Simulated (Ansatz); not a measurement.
# KBr (Fm-3m) in Ansatz: notebook, part 2 of 2

Ansatz 0.2.0. The steps go on from the part before.

**3. Relaxation of cell and atoms, revPBE**

Input file input.yaml:

```yaml
crystal:
  lattice:
    - [0.0, 3.3, 3.3]
    - [3.3, 0.0, 3.3]
    - [3.3, 3.3, 0.0]
  atoms:
    - { symbol: Br, position: [0.5, 0.5, 0.5] }
    - { symbol: K, position: [0.0, 0.0, 0.0] }
kpoints:
  mp_grid: { grid: [7, 7, 7] }
scf:
  occupations: { method: fermi_dirac, width: 0.05 }
hamiltonian:
  xc: revpbe
  pseudopotentials: { kind: all_electron, lapw: { basis_error: 0.001 } }
output:
  forces: true
  stress: true
relax:
  f_tol: 0.005
  max_steps: 60
  cell: {}
```

Potentials or basis: all-electron LAPW, scalar-relativistic.

The run is started by

```console
$ ansatz run input.yaml --threads 1 --pin off --max-ram 3072MiB --backend cpu --events-out ev --progress --plain --runs-dir out
```

Log:

```text
Warning: RAYON_NUM_THREADS=1 ignored (pool sized by the plan → 1); use --threads N
The last accepted step is kept in <dir> (removed where the run ends without a failure and the disk answers)
LAPW: plane waves up to 5.990 Å⁻¹, error target 1.0e-3 eV per atom; small_component_spin mean_spin; K in spheres of 1.606 Å, 9 of its electrons in bands, Dirac shells []; Br in spheres of 1.595 Å, 25 of its electrons in bands, Dirac shells [] (how accurate: hamiltonian.pseudopotentials.lapw.basis_error, Limitations)
Engine: ansatz 0.2.0, aarch64-unknown-linux-gnu
Pseudopotentials: kind: all_electron
Pseudopotential: Br, LAPW, valence charge 25, lapw/all_electron/scalar/gaussian/Br, Koelling and Harmon's equation, gaussian nucleus
Pseudopotential: K, LAPW, valence charge 9, lapw/all_electron/scalar/gaussian/K, Koelling and Harmon's equation, gaussian nucleus
Functional definition: revPBE
  parameter kappa = 1.245
  parameter beta = 0.06672455060314922
  exchange = pbe_x(kappa = kappa, mu = beta*pi^2/3)
  correlation = pbe_c(beta = beta)
Crystal: 2 atoms, lattice volume = 71.874 Å³
Basis set: ecut = 136.69101809829067 eV, 259 PW (Γ), exchange–correlation at level 2
Bands: 21, of which v1, the nominal top of the filled ones, is band 17 counted from 1 (16 counted from 0)
Symmetry: 48 space group operations
Space group: Fm-3m (ITA 225), of the structure as read, at distance tolerance 4.2e-5 Å
k-points: 20 of 343
Non-local potential: Br, projectors of the file, none
Non-local potential: K, projectors of the file, none
Initial density: superposition of atomic densities (chi_scale 0.1, normalization cell, long waves kept (reshape's long-wave potential 0.00 eV rms))
Initial wavefunctions: plane waves of lowest kinetic energy (no species holds an atomic orbital)
Functional: x = revpbe(κ = 1.245, μ = 0.2195149727645171), c = pbe(β = 0.06672455060314922)
iter 1 solved again at ethr=1.25e-3 eV; its pass at ethr=1.00e-1 eV (dr2=4.26e-1 eV) is discarded
SCF iter   1: F=—  HF=-87321.010832 eV  |F-HF|=—  |Δ(HF+E_count)|=         —  Δρ=1.50e-2  dr2=4.26e-1  ethr=1.25e-3  ⟨swp⟩=2.0  Hψ=2685  notcnv=0
preconditioner: auto → none  [insulator: Δε(μ)=5.068 eV  Ē_g=14.956 eV  σ=0.050 eV  W_gap=1.00  n_scr=14 (ndim 8)  ℏωp=16.4 eV  f_vac=0.107  D(μ)=0.00/eV (n_scr^D=0)  ε∞_Penn≈2.2]
iter 2 solved again at ethr=7.25e-5 eV; its pass at ethr=1.25e-3 eV (dr2=2.46e-2 eV) is discarded
SCF iter   2: F=—  HF=-87320.839920 eV  |F-HF|=—  |Δ(HF+E_count)|=   1.71e-1  Δρ=3.75e-3  dr2=2.46e-2  ethr=7.25e-5  ⟨swp⟩=2.0  Hψ=2295  notcnv=0
SCF iter   3: F=—  HF=-87320.857876 eV  |F-HF|=—  |Δ(HF+E_count)|=         —  Δρ=2.07e-3  dr2=7.72e-3  ethr=7.24e-5  ⟨swp⟩=2.9  Hψ=1421  notcnv=0
the basis was enlarged: its passes take 117.1 KiB over the memory plan, 1 of 1 planned eigensolver slots
SCF iter   4: F=—  HF=-87320.867249 eV  |F-HF|=—  |Δ(HF+E_count)|=   9.37e-3  Δρ=4.07e-4  dr2=2.51e-4  ethr=2.27e-5  ⟨swp⟩=3.0  Hψ=1441  notcnv=0
SCF iter   5: F=—  HF=-87320.868073 eV  |F-HF|=—  |Δ(HF+E_count)|=   8.23e-4  Δρ=7.96e-5  dr2=8.32e-6  ethr=7.38e-7  ⟨swp⟩=3.0  Hψ=1442  notcnv=0
SCF iter   6: F=—  HF=-87320.868097 eV  |F-HF|=—  |Δ(HF+E_count)|=   2.39e-5  Δρ=8.32e-6  dr2=6.77e-8  ethr=2.45e-8  ⟨swp⟩=3.0  Hψ=1449  notcnv=0
SCF iter   7: F=-87320.868097 eV  HF=-87320.868097 eV  |F-HF|=5.09e-8  |Δ(HF+E_count)|=   7.01e-7  Δρ=1.95e-6  dr2=3.85e-9  ethr=1.99e-10  ⟨swp⟩=3.4  Hψ=1452  notcnv=0
SCF 1 converged in 7 iterations: F = -87320.868097 eV  dr2 = 3.85e-9
relax step   1: F+E_penalty+E_count = -87320.86809738 eV  Δ(F+E_penalty+E_count) = +0.000e0 eV  max|allowed force component| = 7.231e-31 eV/Å  Δτ_max = 0.0000 Å  P = +1.861 GPa  Ω = 71.874 Å³  (7 SCF iters, accepted)
Crystal: 2 atoms, lattice volume = 76.036 Å³
Basis set: ecut = 131.65660333830712 eV, 259 PW (Γ), exchange–correlation at level 2
Initial density: handed on by an earlier stage of this run
Initial wavefunctions: those handed on with the density
[... 16 lines left out ...]
SCF iter   2: F=—  HF=-87320.918793 eV  |F-HF|=—  |Δ(HF+E_count)|=   7.54e-4  Δρ=8.94e-5  dr2=1.93e-5  ethr=5.68e-8  ⟨swp⟩=2.0  Hψ=2160  notcnv=0
SCF iter   3: F=—  HF=-87320.918760 eV  |F-HF|=—  |Δ(HF+E_count)|=   3.30e-5  Δρ=5.88e-5  dr2=8.27e-6  ethr=5.67e-8  ⟨swp⟩=3.0  Hψ=1324  notcnv=0
SCF iter   4: F=—  HF=-87320.918764 eV  |F-HF|=—  |Δ(HF+E_count)|=   3.69e-6  Δρ=2.55e-5  dr2=1.53e-6  ethr=2.43e-8  ⟨swp⟩=3.0  Hψ=1324  notcnv=0
SCF iter   5: F=-87320.918765 eV  HF=-87320.918765 eV  |F-HF|=8.49e-8  |Δ(HF+E_count)|=   5.30e-7  Δρ=5.65e-6  dr2=7.04e-8  ethr=4.51e-9  ⟨swp⟩=3.0  Hψ=1331  notcnv=0
SCF 3 converged in 5 iterations: F = -87320.918765 eV  dr2 = 7.04e-8
relax step   3: F+E_penalty+E_count = -87320.91876474 eV  Δ(F+E_penalty+E_count) = -1.508e-2 eV  max|allowed force component| = 1.192e-31 eV/Å  Δτ_max = 0.0000 Å  P = +0.163 GPa  Ω = 80.647 Å³  (5 SCF iters, accepted)
Crystal: 2 atoms, lattice volume = 81.840 Å³
Basis set: ecut = 125.35551297188327 eV, 259 PW (Γ), exchange–correlation at level 2
iter 1 solved again at ethr=1.68e-7 eV; its pass at ethr=1.00e-1 eV (dr2=5.72e-5 eV) is discarded
SCF iter   1: F=—  HF=-87320.919446 eV  |F-HF|=—  |Δ(HF+E_count)|=         —  Δρ=1.65e-4  dr2=6.17e-5  ethr=1.68e-7  ⟨swp⟩=5.2  Hψ=2295  notcnv=0
preconditioner: auto → none  [insulator: Δε(μ)=4.415 eV  Ē_g=14.737 eV  σ=0.050 eV  W_gap=1.00  n_scr=14 (ndim 8)  ℏωp=15.4 eV  f_vac=0.336  D(μ)=0.00/eV (n_scr^D=0)  ε∞_Penn≈2.1]
iter 2 solved again at ethr=4.76e-9 eV; its pass at ethr=1.68e-7 eV (dr2=1.62e-6 eV) is discarded
SCF iter   2: F=—  HF=-87320.919394 eV  |F-HF|=—  |Δ(HF+E_count)|=   5.26e-5  Δρ=2.57e-5  dr2=1.62e-6  ethr=4.76e-9  ⟨swp⟩=2.0  Hψ=2160  notcnv=0
SCF iter   3: F=—  HF=-87320.919375 eV  |F-HF|=—  |Δ(HF+E_count)|=   1.86e-5  Δρ=1.64e-5  dr2=6.57e-7  ethr=4.75e-9  ⟨swp⟩=3.0  Hψ=1458  notcnv=0
SCF iter   4: F=—  HF=-87320.919376 eV  |F-HF|=—  |Δ(HF+E_count)|=   4.40e-7  Δρ=6.30e-6  dr2=9.48e-8  ethr=1.93e-9  ⟨swp⟩=3.0  Hψ=1328  notcnv=0
SCF iter   5: F=-87320.919376 eV  HF=-87320.919376 eV  |F-HF|=8.50e-9  |Δ(HF+E_count)|=   5.63e-8  Δρ=1.25e-6  dr2=3.34e-9  ethr=2.79e-10  ⟨swp⟩=3.0  Hψ=1335  notcnv=0
SCF 4 converged in 5 iterations: F = -87320.919376 eV  dr2 = 3.34e-9
relax step   4: F+E_penalty+E_count = -87320.91937558 eV  Δ(F+E_penalty+E_count) = -6.108e-4 eV  max|allowed force component| = 2.178e-31 eV/Å  Δτ_max = 0.0000 Å  P = +0.003 GPa  Ω = 81.840 Å³  (5 SCF iters, accepted)
iter 1 solved again at ethr=1.08e-11 eV; its pass at ethr=1.00e-1 eV (dr2=3.67e-9 eV) is discarded
SCF iter   1: F=—  HF=-87320.919394 eV  |F-HF|=—  |Δ(HF+E_count)|=         —  Δρ=1.53e-6  dr2=3.86e-9  ethr=1.08e-11  ⟨swp⟩=9.2  Hψ=2942  notcnv=0  reapply=6
preconditioner: auto → none  [insulator: Δε(μ)=4.403 eV  Ē_g=14.733 eV  σ=0.050 eV  W_gap=1.00  n_scr=14 (ndim 8)  ℏωp=15.4 eV  f_vac=0.336  D(μ)=0.00/eV (n_scr^D=0)  ε∞_Penn≈2.1]
SCF iter   2: F=-87320.919376 eV  HF=-87320.919376 eV  |F-HF|=1.03e-8  |Δ(HF+E_count)|=   1.77e-5  Δρ=6.74e-7  dr2=7.37e-10  ethr=1.08e-11  ⟨swp⟩=4.0  Hψ=1606  notcnv=0
SCF 5 converged in 2 iterations: F = -87320.919376 eV  dr2 = 7.37e-10
relax step   5: F+E_penalty+E_count = -87320.91937610 eV  Δ(F+E_penalty+E_count) = -5.262e-7 eV  max|allowed force component| = 3.739e-31 eV/Å  Δτ_max = 0.0000 Å  P = +0.003 GPa  Ω = 81.840 Å³  stress off target by 2.80e-3 GPa  SCF on the basis re-selected at this cell (its energy is not comparable with the rows above)  (2 SCF iters)
basis re-selected at this cell: Δ(F+E_penalty+E_count) = -5.262e-7 eV, ΔP = +0.000 GPa vs the last step (what re-selecting the basis moved, after the strain that the cell walked since its last selection, with what the two solves' SCF thresholds leave and, on support functions, any second-order correction that the steps lacked; it is no measure of the basis error at this ecutwfc). This SCF's stress stands 2.80e-3 GPa from its target on what of the cell is left free (relax.cell.stress_tol is 5.00e-2 GPa) and its largest allowed force component is 3.74e-31 eV/Å (relax.f_tol is 5.00e-3 eV/Å): within both
SCF converged after 2 iterations
Free energy (F): -87320.919376 eV
Harris-Foulkes:  -87320.919376 eV  (|F-HF|=1.03e-8)
Internal energy: -87320.919376 eV  (E = F + TS)
E sigma→0 (E₀):  -87320.919376 eV
Fermi energy:    3.592152 eV
--- Per-component energies (eV) ---
  E_band       = -2135.342476
  E_kinetic    = 89216.206647
  E_xc         = -3430.470923
  E_electrostatic = -173106.655100  (all electrons and nuclei)
  E_smearing   = -0.000000  (= −TS)
  E_closure    = 0.000000  (closes the sum)
  E_atoms      = -87315.034199  (free atoms, spherical and without spin; not in F)
  Σ components = -87320.919376   (vs F -87320.919376, Δ=0.00e0)
  Basis errors (estimates in eV, not in F): energy 4.8e-4 per atom: plane waves 4.3e-4 (2.3e-4 summed), levels above the bands 1.2e-49, relativity 4.3e-8, radial functions 5.2e-5, core shells 1.2e-7; eigenvalues (radial functions only) 2.4e-6; not estimated: angular momenta, meshes, grids; target (lapw.basis_error) 1.0e-3; muffin-tin radii K 1.677 Å, Br 1.666 Å
--- Forces (eV/Å), atoms counted from 1 ---
  atom   1  Br     0.00000000    -0.00000000    -0.00000000
  atom   2  K     -0.00000000    -0.00000000     0.00000000
  max |Σ_I F_I| component: 5.67e-31 eV/Å
--- Stress (GPa, compression-positive) ---
        0.002796      -0.000000      -0.000000
       -0.000000       0.002796      -0.000000
       -0.000000      -0.000000       0.002796
  P = ⅓ Tr σ = 0.0028 GPa (0.028 kbar)
--- Relaxed structure (4 steps of the walk, 4 accepted, 1 SCFs on fresh bases) ---
  F+E_penalty+E_count = -87320.91937610 eV   max|allowed force component| = 3.739e-31 eV/Å   (the final SCF, on the basis selected at the relaxed cell)
  cell:  # Å, volume = 81.8402 Å³
    - [4.839271713397072e-34, 3.445975693434862, 3.445975693434862]
    - [3.445975693434862, 4.076297629278193e-34, 3.445975693434862]
    - [3.445975693434862, 3.445975693434862, 3.310660106490118e-34]
  atoms:
    - { symbol: Br, position: [0.5, 0.5, 0.5] }
    - { symbol: K, position: [-7.295189183271162e-36, 6.687256751331852e-36, 6.687256751321902e-36] }
```

It took 8.3 s on 1 thread of Arm Neoverse V2, shared host; peak memory 0.25 GiB.

Results:

| Quantity | Value |
| --- | --- |
| Free energy | -87320.9194 eV |
| Relaxed volume | 40.92 Å³/atom |
| Relaxed cell | a = 4.873 Å, b = 4.873 Å, c = 4.873 Å, α = 60.00°, β = 60.00°, γ = 60.00° |
| Space group after relaxing (to 0.05 Å) | Fm-3m (No. 225) |
| Energy gained by relaxing | 25.6 meV/atom |
| Ionic steps | 5 |
| Pressure after relaxing | 0.0 GPa |
| Band gap on the k mesh | 4.40 eV |

The path:
| step | energy change (eV) | largest force (eV/Å) | volume (Å³) |
| --- | --- | --- | --- |
| 1 | 0.0000 | 0.0000 | 71.87 |
| 2 | -0.0356 | 0.0000 | 76.04 |
| 3 | -0.0507 | 0.0000 | 80.65 |
| 4 | -0.0513 | 0.0000 | 81.84 |
| 5 | -0.0513 | 0.0000 | 81.84 |

Final structure:
```
Br K
1.0
     0.00000    3.44598    3.44598
     3.44598    0.00000    3.44598
     3.44598    3.44598    0.00000
Br K
1 1
Direct
  0.50000 0.50000 0.50000
  0.00000 0.00000 0.00000
```

Caveat: an odd mesh through Γ misses points on the zone boundary, where band edges often lie; the volume moved by +14 % from the deposited cell, more than functionals usually miss. revPBE gaps usually lie below the measured ones, often by a third to a half.
